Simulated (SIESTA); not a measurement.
# CdS (Hawleyite) under changes of volume

One of the cells (25.304 Å³/atom); the others are scaled copies at fixed shape and fractional positions:

```
Cd S
1.0
     0.00000    2.93582    2.93582
     2.93582    0.00000    2.93582
     2.93582    2.93582    0.00000
Cd S
1 1
Direct
  0.00000 0.00000 0.00000
  0.75000 0.75000 0.75000
```

* Program: SIESTA 5.4.2
* Functional: PBE
* Potentials or basis: PseudoDojo 0.4 standard (PBE files)
* Basis: DZP (energy shift 0.003 Ry; two zetas on semicore shells)
* Grid cutoff: 800 Ry
* Energy shift: 0.003 Ry
* k mesh: 8 × 8 × 8
* Occupations: fermi-dirac, width 0.05 eV
* Spin: no spin polarisation

```tsv
volume (Å³/atom)	energy over the lowest point (meV/atom)	pressure (GPa)	gap on the mesh (eV)
23.319	63.67	8.2	1.53
23.815	41.30	6.3	1.47
24.312	24.22	4.7	1.42
25.304	4.33	1.9	1.31
25.800	?	?	?
26.296	0.00	-0.4	1.21
```

**Question.** What does the run at 25.800 Å³/atom give?

**Answer.** Energy over the lowest point 0.35 meV/atom; pressure 0.7 GPa; gap on the mesh 1.26 eV.

Worked out: A Birch-Murnaghan fit of order 3 (a polynomial in V^(-2/3)) to the other rows has its minimum at 26.11 Å³/atom with B0 = V·E''(V) = 55 GPa and B' = 4.7. It gives 0.42 meV/atom at 25.800 Å³/atom, against the run's 0.35, and -dE/dV = 0.7 GPa, against 0.7. A straight line through the other rows of the gap, of slope -2.66 eV per unit of ln V (its deformation potential), gives 1.26 eV, against the run's 1.26.

Energies are extrapolated to zero smearing.

Caveats: the basis of atomic orbitals isn't converged, which shifts pressures, moduli and gaps.

A mesh can miss the band edges. Spin-orbit coupling on Cd is left out.
